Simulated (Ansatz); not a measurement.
# AlP: the cost of one run

Method: DFT r2SCAN, scalar-relativistic, plane waves, PAW, in Ansatz 0.2.0.

The COD entry's cell or inner coordinates are ideal or old and differ from later refinements, so a difference from it is no clean test against experiment.

1 further run of the same task is left out (set aside as unsound or not needed).

## (1) The system as given

Symmetry: F-43m, No. 216, cubic system. The conventional cell has a = 5.479 Å, b = 5.479 Å, c = 5.479 Å, α = 90.00°, β = 90.00°, γ = 90.00°. Al (site symmetry -43m) has 4 P at 2.37 Å as nearest neighbours. Around P (site symmetry -43m) lie 4 Al at 2.37 Å.

As a file:

```
CELL_PARAMETERS angstrom
0.00000 2.73926 2.73926
2.73926 0.00000 2.73926
2.73926 2.73926 0.00000
ATOMIC_POSITIONS crystal
Al 0.00000 0.00000 0.00000
P 0.25000 0.25000 0.25000
```

It is the result of an earlier relaxation at this level (volume 20.55 Å³/atom; gap on the mesh: 1.93 eV).

## (2) Static run: bands, density of states and charges

Contents of input.yaml:

```yaml
crystal:
  lattice:
    - [0.0, 2.7392606201, 2.7392606201]
    - [2.7392606201, 0.0, 2.7392606201]
    - [2.7392606201, 2.7392606201, 0.0]
  atoms:
    - { symbol: Al, position: [0.0, 0.0, 0.0] }
    - { symbol: P, position: [0.25, 0.25, 0.25] }
basis:
  ecutwfc: 500
kpoints:
  mp_grid: { grid: [8, 8, 8] }
  band_path:
    path:
      - [[0.0, 0.0, 0.0], [-0.5, -0.5, 0.0], [-0.375, -0.375, 0.25]]
      - [[-0.375, 0.0, 0.375], [0.0, 0.0, 0.0], [0.0, 0.0, 0.5], [-0.5, -0.25, 0.25], [-0.5, -0.5, 0.0]]
    npoints: 14
hamiltonian:
  xc: r2scan
scf:
  occupations: { method: gaussian, width: 0.02 }
  n_extra_bands: 6
output:
  forces: true
  stress: true
  eigenvalues: true
  populations: true
  dos: { projected: true, de: 0.02, nscf_kmesh: { grid: [12, 12, 12] } }
  bader: true
```

Started as:

```bash
$ ansatz run input.yaml --threads 1 --pin off --max-ram 2560MiB --backend cpu --events-out ev --progress --plain --runs-dir out
```

Q: Estimate wall time and peak memory on 1 thread of an x86-64 CPU, shared host.

About 17 s, with a peak of 0.48 GiB.
